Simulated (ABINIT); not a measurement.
The system is KTaO3.

```
CELL_PARAMETERS angstrom
3.98830 0.00000 0.00000
0.00000 3.98830 0.00000
0.00000 0.00000 3.98830
ATOMIC_POSITIONS crystal
Ta 0.00000 0.00000 0.00000
K 0.50000 0.50000 0.50000
O 0.00000 0.00000 0.50000
O 0.00000 0.50000 0.00000
O 0.50000 0.00000 0.00000
```

Base run:

* Program: ABINIT 10.8.3 (patched build)
* Functional: PBE
* Potentials or basis: JTH PAW PBE v2.0
* Cutoff: 626 eV
* k mesh: 7 × 7 × 7
* Occupations: fermi-dirac, width 0.05 eV
* Spin: no spin polarisation

Its results: band gap on the k mesh 2.24 eV, indirect (least direct gap 2.80 eV); pressure 5.5 GPa.

Problem. After a change of settings the same cell gave: band gap on the k mesh 2.18 eV, indirect (least direct gap 2.80 eV); pressure 5.5 GPa. Which change was it?
A. functional from PBE to revPBE
B. functional from PBE to LDA-PZ; potentials or basis from JTH PAW PBE v2.0 to JTH PAW LDA v2.0
C. functional from PBE to LDA; potentials or basis from JTH PAW PBE v2.0 to JTH PAW LDA v2.0
D. k mesh from 7 × 7 × 7 to 6 × 6 × 6

Solution. D.

Caveats: spin-orbit coupling is left out, which moves the levels of the heavy elements; an odd mesh through Γ misses points on the zone boundary, where band edges often lie (some runs).

Not every run made on this cell is shown here.
